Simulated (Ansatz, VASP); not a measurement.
# Two plane-wave programs on B

File INCAR:

```
SYSTEM = B
ALGO = Fast ; EDIFF = 1E-7
ENCUT = 520 ; GGA = PE
ISIF = 2 ; ISMEAR = 0
IVDW = 12 ; LASPH = .TRUE.
LCHARG = .FALSE. ; LREAL = .FALSE.
LWAVE = .FALSE. ; NBANDS = 8
NELM = 60 ; PREC = Accurate
SIGMA = 0.15
```

The input KPOINTS:

```
k-points
0
G
  33 33 14
  0 0 0
```

File POSCAR:

```
B
1.0
    1.7024335758      0.0000000000      0.0000000000
   -0.8512167879      1.4743507249      0.0000000000
    0.0000000000      0.0000000000      3.8171939925
B
1
Direct
    0.0000000000      0.0000000000      0.0000000000
```

Input for Ansatz:

```yaml
crystal:
  lattice:
    - [1.7024335758, 0.0, 0.0]
    - [-0.8512167879, 1.4743507249, 0.0]
    - [0.0, 0.0, 3.8171939925]
  atoms:
    - { symbol: B, position: [0.0, 0.0, 0.0] }
basis:
  ecutwfc: 420
kpoints:
  mp_grid: { grid: [33, 33, 14] }
hamiltonian:
  xc: pbe
  dispersion: d3bj
scf:
  occupations: { method: gaussian, width: 0.15 }
output:
  forces: true
  stress: true
  eigenvalues: true
```

Change from the starting cell: strain +0.000 along x and y, +0.050 along z, atoms carried along.

Alike in both runs: task single point; functional PBE; dispersion D3(BJ); k mesh 33 × 33 × 14; occupations gaussian, width 0.15 eV; no spin polarisation.

|  | VASP | Ansatz |
| --- | --- | --- |
| version | VASP 6.6.1 | Ansatz 0.2.0 |
| potentials or method | VASP PAW PBE potentials, release 64 (B) | scalar-relativistic, plane waves, PAW |
| plane-wave cutoff (eV) | 520 | 420 |
| valence electrons in the cell | 3 | 3 |

Ansatz gave:

* gap on the k mesh at the Fermi level (eV): none
* pressure (GPa): 0.2
* largest component of the traceless stress (GPa): 2.82

Which values does VASP return?

gap on the k mesh at the Fermi level (eV): none; pressure (GPa): 0.1; largest component of the traceless stress (GPa): 2.86.

A gap of «none» marks a metal or a gap that the smearing closes.

Caveats: pairwise dispersion overbinds metals, which lowers pressure and volume.
